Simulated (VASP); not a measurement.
A run of VASP 6.6.1 is set up as follows.

The input INCAR:

```
SYSTEM = InP
ALGO = Normal
EDIFF = 1E-7
ENCUT = 520
GGA = PS
ISIF = 2
ISMEAR = -1
LASPH = .TRUE.
LCHARG = .FALSE.
LREAL = .FALSE.
LWAVE = .FALSE.
NBANDS = 16
NELM = 60
PREC = Accurate
SIGMA = 0.02
```

File KPOINTS:

```
k-points
0
G
  6 6 6
  0 0 0
```

File POSCAR:

```
InP
1.0
    0.0000000000      2.9390714272      2.9390714272
    2.9390714272      0.0000000000      2.9390714272
    2.9390714272      2.9390714272      0.0000000000
In P
1 1
Direct
    0.0000000000      0.0000000000      0.0000000000
    0.2500000000      0.2500000000      0.2500000000
```

Potentials or basis: VASP PAW PBE potentials, release 64 (In_d, P).

The run is started by

```console
$ cat potpaw_PBE.64/In_d/POTCAR potpaw_PBE.64/P/POTCAR > POTCAR
$ mpirun -np 1 vasp_std > vasp.out
```

(1) What does it give for the band gap on the k mesh?

(2) What does it give for the pressure?

Answers

(1) 0.57 eV.

(2) 0.0 GPa.

Caveat: semilocal functionals underestimate gaps, and a narrow one can read as zero; the PAW data sets were made with another functional, which shifts forces and pressure a little; spin-orbit coupling is left out, which moves the levels of the heavy elements.

**Measured values to compare with.**

A printed reference work, data compilation reports, for a bulk crystal of InP at 1.6 K: band gap 1.4236 eV (direct).

Against the measured gap of InP, 1.4236 eV (direct; 1.6 K; a printed reference work, data compilation), the calculated 0.57 eV is off by -0.86 eV. Spin-orbit coupling on In is left out. The value is that of PBEsol, without temperature or zero-point motion. Semilocal functionals fall short of measured gaps as a rule.
